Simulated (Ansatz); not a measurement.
Gd (Im-3m): start Gd1↑ Gd2↓; anisotropy by the force theorem

These are results of Ansatz 0.2.0, DFT, PBE, PAW with Ansatz's default frozen-core files, scalar-relativistic, not measurements.

Command: `ansatz run input.yaml --threads 2 --pin off --max-ram 6144MiB --backend cpu --events-out ev --progress --plain --runs-dir out`

```yaml
crystal:
  lattice:
    - [-2.025, 2.025, 2.025]
    - [2.025, -2.025, 2.025]
    - [4.05, 4.05, 0.0]
  atoms:
    - { symbol: Gd, position: [0.0, 0.0, 0.0], spin: 7.2 }
    - { symbol: Gd, position: [0.5, 0.5, 0.5], spin: -7.2 }
magnetization:
  spin_polarized: true
kpoints:
  mp_grid: { grid: [8, 8, 5] }
scf:
  occupations: { method: fermi_dirac, width: 0.05 }
  lower_state_search: "off"
hamiltonian:
  xc: pbe
  pseudopotentials: { kind: paw }
output:
  eigenvalues: false
  eigenstates:
    nscf_kmesh: { grid: [12, 12, 7] }
    top_band: c51
    magnetocrystalline_anisotropy:
      directions:
        - [-0.70710678, -0.70710678, 0.0]
        - [0.0, 0.0, 1.0]
        - [-0.70710678, 0.70710678, 0.0]
```

Log:

```
settings of this run that can trade accuracy for cost: output.eigenvalues: false. Do not mix this run's numbers with those of runs without the same settings; the input reference describes each key
Engine: ansatz 0.2.0
Pseudopotentials: kind: paw
Pseudopotential: Gd, paw, valence charge 18, recommended cutoff 420 eV (normal), Gd.paw.azcp
Functional definition: PBE
  parameter kappa = 0.804
  parameter beta = 0.06672455060314922
  exchange = pbe_x(kappa = kappa, mu = beta*pi^2/3)
  correlation = pbe_c(beta = beta)
Crystal: 2 atoms, lattice volume = 66.430 Å³
Basis set: ecut = 420 eV, 1281 PW (Γ)
Bands: 31, of which v1, the nominal top of the filled ones, is band 18 counted from 1 (17 counted from 0)
Symmetry: 8 space group operations
Space group: Cmmm (ITA 65), of the structure as read, at distance tolerance 4.1e-5 Å
Magnetic group: BNS 65.490 (UNI 588), of the structure as read, at distance tolerance 4.1e-5 Å
k-points: 63 of 320
Non-local potential: Gd, projectors of the file, l = 0: 3, l = 1: 2, l = 2: 2, l = 3: 3
PAW form: soft (Blöchl's): semilocal exchange-correlation on the pseudo side does not see the compensation charge
PAW one-centre angular grid: Gd, 590 points (default); XC on 64 Gauss nodes
Initial density: superposition of atomic densities (chi_scale 0.1, normalization cell)
Starting moments: Σ|m| = 14.4 μB on 2 of 2 sites
Starting magnetic order: antiferromagnet; a translation exchanges its spin sublattices: spin-degenerate at every k-point
Initial wavefunctions: pseudopotential atomic-orbital guess
Functional: x = pbe(κ = 0.804, μ = 0.2195149727645171), c = pbe(β = 0.06672455060314922)
SCF iter   1: F=—  HF=-18659.497961 eV  |F-HF|=—  |Δ(HF+E_count)|=         —  Δρ=2.57e-1 (↑2.57e-1 ↓2.57e-1)  dr2=2.38e0  dr2_m=3.96e1  M=0.000 μB ∫|m|=15.517 μB  β_m=1.00  ethr=3.10e-3  ⟨swp⟩=5.5  Hψ=7106  notcnv=0
preconditioner: auto → Kerker (q_TF=auto, 2.463 Å⁻¹)  [metal: Δε(μ)=0.009 eV  Ē_g=10.652 eV  σ=0.050 eV  W_gap=0.04  n_scr=22 (ndim 8)  ℏωp=25.8 eV  f_vac=0.000  D(μ)=6.12/eV (n_scr^D=82)]
spin=Collinear: Kerker preconditioning applied to the charge; magnetization (m = ρ↑ − ρ↓) channel mixes plain (no charge-response kernel on spin).
SCF iter   2: F=—  HF=-18652.028170 eV  |F-HF|=—  |Δ(HF+E_count)|=    7.47e0  Δρ=2.38e-2 (↑2.38e-2 ↓2.38e-2)  dr2=5.14e-1  dr2_m=1.92e-1  M=0.000 μB ∫|m|=14.095 μB  β_m=0.30  ethr=3.10e-3  ⟨swp⟩=3.0  Hψ=5072  notcnv=0  defer=24
SCF iter   3: F=—  HF=-18658.715116 eV  |F-HF|=—  |Δ(HF+E_count)|=    6.69e0  Δρ=2.85e-2 (↑2.85e-2 ↓2.85e-2)  dr2=9.75e-1  dr2_m=2.54e-1  M=0.000 μB ∫|m|=15.103 μB  β_m=1.00  ethr=1.43e-3  ⟨swp⟩=3.0  Hψ=4624  notcnv=0  defer=27
SCF iter   4: F=—  HF=-18660.800728 eV  |F-HF|=—  |Δ(HF+E_count)|=    2.09e0  Δρ=8.24e-3 (↑8.24e-3 ↓8.24e-3)  dr2=2.71e-2  dr2_m=2.85e-2  M=0.000 μB ∫|m|=14.730 μB  β_m=0.30  ethr=1.43e-3  ⟨swp⟩=2.5  Hψ=3822  notcnv=0  defer=27
SCF iter   5: F=—  HF=-18662.600767 eV  |F-HF|=—  |Δ(HF+E_count)|=    1.80e0  Δρ=4.46e-3 (↑4.46e-3 ↓4.46e-3)  dr2=5.95e-2  dr2_m=2.10e-3  M=0.000 μB ∫|m|=14.879 μB  β_m=1.00  ethr=7.53e-5  ⟨swp⟩=3.2  Hψ=4630  notcnv=0  defer=17
SCF iter   6: F=—  HF=-18663.432104 eV  |F-HF|=—  |Δ(HF+E_count)|=   8.31e-1  Δρ=4.47e-3 (↑4.47e-3 ↓4.47e-3)  dr2=6.04e-2  dr2_m=8.99e-5  M=0.000 μB ∫|m|=14.854 μB  β_m=0.30  ethr=7.53e-5  ⟨swp⟩=3.0  Hψ=4005  notcnv=0  defer=17
SCF iter   7: F=—  HF=-18663.839505 eV  |F-HF|=—  |Δ(HF+E_count)|=   4.07e-1  Δρ=5.09e-3 (↑5.09e-3 ↓5.09e-3)  dr2=2.45e-2  dr2_m=1.01e-2  M=0.000 μB ∫|m|=14.702 μB  β_m=0.30  ethr=7.53e-5  ⟨swp⟩=3.0  Hψ=4276  notcnv=0  defer=17
Mixer restart at iter 7: flushing history
spin-set hold released at iteration 7 (site moments contracting): the magnetisation degrees of freedom join the quasi-Newton model from the next iteration; the mixer history was flushed
SCF iter   8: F=—  HF=-18664.032823 eV  |F-HF|=—  |Δ(HF+E_count)|=   1.93e-1  Δρ=2.00e-3 (↑2.00e-3 ↓2.00e-3)  dr2=4.90e-3  dr2_m=5.10e-4  M=0.000 μB ∫|m|=14.818 μB  β_m=0.65  ethr=6.82e-5  ⟨swp⟩=2.4  Hψ=4387  notcnv=0  defer=17
SCF iter   9: F=—  HF=-18664.522328 eV  |F-HF|=—  |Δ(HF+E_count)|=   4.90e-1  Δρ=4.37e-2 (↑4.37e-2 ↓4.37e-2)  dr2=2.43e0  dr2_m=4.89e-1  M=0.000 μB ∫|m|=13.900 μB  β_m=0.41  ethr=1.36e-5  ⟨swp⟩=4.0  Hψ=6105  notcnv=0  defer=17  recentre
SCF iter  10: F=—  HF=-18664.242936 eV  |F-HF|=—  |Δ(HF+E_count)|=   2.79e-1  Δρ=4.74e-3 (↑4.74e-3 ↓4.74e-3)  dr2=2.66e-2  dr2_m=6.02e-3  M=0.000 μB ∫|m|=14.878 μB  β_m=0.70  ethr=1.36e-5  ⟨swp⟩=4.4  Hψ=6553  notcnv=0  defer=26
SCF iter  11: F=—  HF=-18664.241984 eV  |F-HF|=—  |Δ(HF+E_count)|=   9.52e-4  Δρ=3.43e-3 (↑3.43e-3 ↓3.43e-3)  dr2=1.52e-2  dr2_m=2.95e-3  M=0.000 μB ∫|m|=14.873 μB  β_m=0.78  ethr=1.36e-5  ⟨swp⟩=1.3  Hψ=2478  notcnv=0  defer=17
SCF iter  12: F=—  HF=-18664.239440 eV  |F-HF|=—  |Δ(HF+E_count)|=   2.54e-3  Δρ=1.38e-3 (↑1.38e-3 ↓1.38e-3)  dr2=2.34e-3  dr2_m=5.58e-4  M=0.000 μB ∫|m|=14.847 μB  β_m=0.63  ethr=1.36e-5  ⟨swp⟩=2.4  Hψ=3286  notcnv=0  defer=17
SCF iter  13: F=—  HF=-18664.238970 eV  |F-HF|=—  |Δ(HF+E_count)|=   4.70e-4  Δρ=1.45e-4 (↑1.45e-4 ↓1.45e-4)  dr2=8.68e-6  dr2_m=1.12e-5  M=0.000 μB ∫|m|=14.828 μB  β_m=0.81  ethr=6.50e-6  ⟨swp⟩=2.8  Hψ=3339  notcnv=0  defer=17
SCF iter  14: F=—  HF=-18664.238980 eV  |F-HF|=—  |Δ(HF+E_count)|=   9.99e-6  Δρ=1.01e-4 (↑1.01e-4 ↓1.01e-4)  dr2=1.29e-5  dr2_m=2.58e-6  M=0.000 μB ∫|m|=14.824 μB  β_m=0.81  ethr=2.41e-8  ⟨swp⟩=2.0  Hψ=3138  notcnv=0  defer=17
SCF iter  15: F=—  HF=-18664.238978 eV  |F-HF|=—  |Δ(HF+E_count)|=   1.88e-6  Δρ=2.92e-5 (↑2.92e-5 ↓2.92e-5)  dr2=1.14e-6  dr2_m=2.02e-7  M=0.000 μB ∫|m|=14.825 μB  β_m=0.90  ethr=2.41e-8  ⟨swp⟩=2.0  Hψ=3056  notcnv=0  defer=17
SCF iter  16: F=—  HF=-18664.238978 eV  |F-HF|=—  |Δ(HF+E_count)|=   1.76e-7  Δρ=1.91e-5 (↑1.91e-5 ↓1.91e-5)  dr2=4.38e-7  dr2_m=1.01e-7  M=0.000 μB ∫|m|=14.825 μB  β_m=0.80  ethr=3.18e-9  ⟨swp⟩=2.0  Hψ=2138  notcnv=0  defer=17
SCF iter  17: F=-18664.238978 eV  HF=-18664.238978 eV  |F-HF|=1.49e-8  |Δ(HF+E_count)|=   4.36e-8  Δρ=3.70e-6 (↑3.70e-6 ↓3.70e-6)  dr2=1.60e-8  dr2_m=3.70e-9  M=0.000 μB ∫|m|=14.825 μB  ethr=2.78e-10  ⟨swp⟩=2.7  Hψ=5634  notcnv=0
SCF 1 converged in 17 iterations: F = -18664.238978 eV  dr2 = 1.60e-8
  greatest PAW one-centre occupation: 1.000 electrons in one spin orbital (limit 2), on the Gd atom at site 1 (counted from 0), in its partial waves of l = 0
NSCF: frozen V_eff on 172 k-points
Magnetocrystalline anisotropy: 0 of 172 k-points coupled
Magnetocrystalline anisotropy: 64 of 172 k-points coupled
Magnetocrystalline anisotropy: 128 of 172 k-points coupled
Magnetocrystalline anisotropy: 172 of 172 k-points coupled
SCF converged after 17 iterations
Magnetization: 0.0000 μB (18.0000 up, 18.0000 down)
Absolute magnetization: 14.8248 μB (∫|ρ↑−ρ↓|, with the PAW one-centre terms)
Spin contamination: 7.2142 ħ² per cell (⟨S²⟩ above its minimum at these occupations)
Per-site moments (μB) at R_I (Å): [(7.226760615306651, 1.4468036901973778), (-7.226760615306651, 1.4468036901973778)]
Free energy (F): -18664.238978 eV
Harris-Foulkes:  -18664.238978 eV  (|F-HF|=1.49e-8)
Internal energy: -18664.182778 eV  (E = F + TS)
E sigma→0 (E₀):  -18664.210878 eV
Entropy (-TS):   -0.056200 eV (-28.100 meV/atom)
Fermi energy:    12.245984 eV
--- Per-component energies (eV) ---
  E_band       = -61.542182
  E_kinetic    = 803.005328
  E_local      = -4251.276054  (includes V_loc(G=0)·N_el)
  E_nonlocal   = 583.310662
  E_hartree    = 1758.724247
  E_xc         = -464.607076
  E_vxc        = -503.386424  (∫ρ·V_xc dr)
  E_paw        = -12901.046167  (= ΣΔE_a)
  E_vpaw       = -210.634030  (= ΣTr[D̂ρ^β])
  E_aug_tail   = 0.000000  (compensation charges beyond the density's cutoff)
  E_ewald      = -4192.293719
  E_smearing   = -0.056200  (= −TS)
  E_closure    = 0.000000  (closes the sum)
  Σ components = -18664.238978   (vs F -18664.238978, Δ=0.00e0)
--- Band table (eV; the first three rows and the last of 126) ---
  k-point 0 ↑: bands = ["-32.9046", "-29.7634", "-10.4209", "-10.1547", "-10.0412", "-7.9974", "-7.7589", "-7.6086", "7.5508", "7.6038", "7.6700", "7.6730", "7.6963", "7.7053", "7.7303", "7.7318", "10.2426", "12.2653", "12.7134", "12.7211", "12.7842", "12.9164", "12.9461", "12.9696", "13.0258", "13.8758", "14.0557", "14.1072", "14.3421", "15.8127", "15.9813"]
  k-point 1 ↑: bands = ["-32.9045", "-29.7636", "-10.4041", "-10.1531", "-10.0412", "-8.0253", "-7.7619", "-7.6085", "7.6034", "7.6693", "7.6713", "7.6939", "7.7028", "7.7307", "7.7316", "7.8334", "10.1569", "12.3036", "12.6266", "12.7056", "12.8373", "12.9088", "12.9121", "12.9710", "13.0227", "13.5112", "14.0703", "14.1769", "14.3823", "15.6554", "15.9793"]
  k-point 2 ↑: bands = ["-32.9044", "-29.7640", "-10.3762", "-10.1505", "-10.0411", "-8.0712", "-7.7666", "-7.6085", "7.6026", "7.6681", "7.6682", "7.6900", "7.7001", "7.7313", "7.7314", "8.5511", "9.6823", "12.3591", "12.3972", "12.6929", "12.8725", "12.8913", "12.9732", "12.9828", "13.0210", "13.3795", "13.7897", "13.8634", "15.2219", "15.4204", "15.9811"]
  k-point 62 ↓: bands = ["-32.8455", "-29.6913", "-10.6379", "-10.3966", "-10.2655", "-8.3090", "-8.0524", "-7.9347", "7.6009", "7.6532", "7.6565", "7.6829", "7.7231", "7.7286", "7.7441", "10.7607", "11.3852", "11.4420", "12.2513", "12.5987", "12.6778", "12.8017", "12.8987", "12.9473", "12.9929", "13.0690", "13.7477", "14.6524", "15.1023", "15.1554", "18.0004"]
settings of this run that can trade accuracy for cost: output.eigenvalues: false. Do not mix this run's numbers with those of runs without the same settings; the input reference describes each key
```

magnetocrystalline_anisotropy.tsv:

```
# direction_x	direction_y	direction_z	energy_mev	energy_tetrahedra_mev	beyond_first_order_mev	atom_0_mev	atom_1_mev	spread_mev	spread_tetrahedra_mev	orbital_0_along_direction_mub	orbital_1_along_direction_mub
# format = ansatz-magnetocrystalline-anisotropy/3
# nscf_kmesh_grid = 12 12 7
# nscf_kmesh_shift = 0 0 0
# n_bands = 69
# occupation_method = fermi_dirac
# smearing_width_ev = 0.05
# xc_rung = gga
# a1_ang = -2.025 2.025 2.025
# a2_ang = 2.025 -2.025 2.025
# a3_ang = 4.05 4.05 0
# atom = 0 Gd 0 0 0
# atom = 1 Gd 0.5 0.5 0.5
# kernel_functional = own
# kernel_scale = 1.0163
# goldstone_residual = 0.013415
# bands_end_over_fermi_ev = 33.401
# easy_direction_run = 2
# easy_direction_tetrahedra = 2
-0.70711	-0.70711	0	0	0	0.18134	0	0	0	0	0.11202	-0.11202
0	0	1	-2.1193	-2.0099	0.18703	-1.0817	-1.0817	0.67226	1.9019	0.13991	-0.13991
-0.70711	0.70711	0	-2.8523	-2.987	0.17299	-1.3821	-1.3821	1.2729	2.683	0.14252	-0.14252
```

The log's space group differs from the title's, since the program also counts the typed moments and uses a tighter tolerance.

Site moments (μB): Gd1 7.23, Gd2 -7.23. Cell moment 0.00 μB.

The magnetic group in the log treats spin as a scalar label, without spin–orbit coupling.

Without U a semilocal functional puts the f levels too near the Fermi level, which can change moments and the order of magnetic states; site and cell moments are spin moments. The Ansatz runs typed with the search for lower states off end where their start leads. With open f shells a run can end in a state that isn't the lowest. The magnetic state is the one that this cell and start allow. It needn't be the compound's measured order, which may need a larger cell or be absent.

It took 76 s on 2 threads of Intel(R) Xeon(R) Platinum 8259CL CPU @ 2.50GHz (Skylake/Cascade Lake), with other jobs on the host, peak memory 0.95 GiB.
